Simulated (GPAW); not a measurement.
The system is CoO.

```
Co O
1.0
     0.00000    2.13150    2.13150
     2.13150    0.00000    2.13150
     2.13150    2.13150    0.00000
Co O
1 1
Cartesian
  0.0000 0.0000 0.0000
  2.1315 2.1315 2.1315
```

```yaml
Program: GPAW 26.7.0
Task: relaxation of cell and atoms
Functional: PBEsol
Dispersion: D3
Potentials_or_basis: PAW data sets generated in the run's folder for this functional
Cutoff: 800 eV
Basis: pw
k_mesh: 9 × 9 × 9
Occupations: fermi-dirac, width 0.05 eV
Spin: collinear spin, ferromagnetic start
Starting_moments: "[2.0, 0.0] μB"
```

At the start: pressure -12.7 GPa; volume 9.68 Å³/atom.

Question: How do energy, volume and symmetry change on relaxing?

Answer: Over 5 steps the energy falls by 4.6 meV/atom and the volume is 9.60 Å³/atom (-0.8 %); space group Fm-3m (No. 225, to 0.05 Å); moment 2.93 μB per cell.

Step by step:
```tsv
step	energy change (eV)	largest force (eV/Å)	pressure (GPa)	volume (Å³)
1	0.0000	0.0000	-12.72	19.37
2	0.0158	0.0000	12.21	19.05
3	-0.0092	0.0000	0.89	19.20
4	-0.0092	0.0000	-2.70	19.22
5	-0.0092	0.0000	-0.09	19.21
```

Final structure:
```xyz
2
Lattice="0.0000 2.1256 2.1256 2.1256 0.0000 2.1256 2.1256 2.1256 0.0000" Properties=species:S:1:pos:R:3 pbc="T T T"
Co    0.0000    0.0000    0.0000
O     2.1256    2.1256    2.1256
```

Caveat: each step starts from the last one's moments, so a moment once lost doesn't come back; later steps reuse the first step's grids; a cell with one magnetic atom can't hold antiferromagnetic order, which such compounds often take; pairwise dispersion overbinds metals, which lowers pressure and volume.
